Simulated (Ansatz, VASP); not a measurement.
**One calculation of Ta, two programs**

```
CELL_PARAMETERS angstrom
-1.65493 1.65493 1.65493
1.65493 -1.65493 1.65493
1.65493 1.65493 -1.65493
ATOMIC_POSITIONS crystal
Ta 0.00000 0.00000 0.00000
```

Alike in both runs: task single point; functional r2SCAN; k mesh 8 × 8 × 8; occupations gaussian, width 0.1 eV; no spin polarisation.

```csv
,VASP,Ansatz
version,VASP 6.6.1,Ansatz 0.2.0
potentials or method,"VASP PAW PBE potentials, release 64 (Ta_pv)","scalar-relativistic, plane waves, PAW"
plane-wave cutoff (eV),520,500
valence electrons in the cell,11,13
```

|  | VASP | Ansatz | Ansatz less VASP |
| --- | --- | --- | --- |
| gap on the k mesh at the Fermi level (eV) | none | none | - |
| pressure (GPa) | -2.7 | -3.3 | -0.59 |

A gap of «none» marks a metal or a gap that the smearing closes. The functional is the same, so the differences come from potentials, cutoffs and numerics. The two sets of potentials don't hold the same shells in valence.

Caveats: the PAW data sets were made with another functional, which shifts forces and pressure a little (VASP). Spin-orbit coupling is left out, which matters for the levels of Ta.
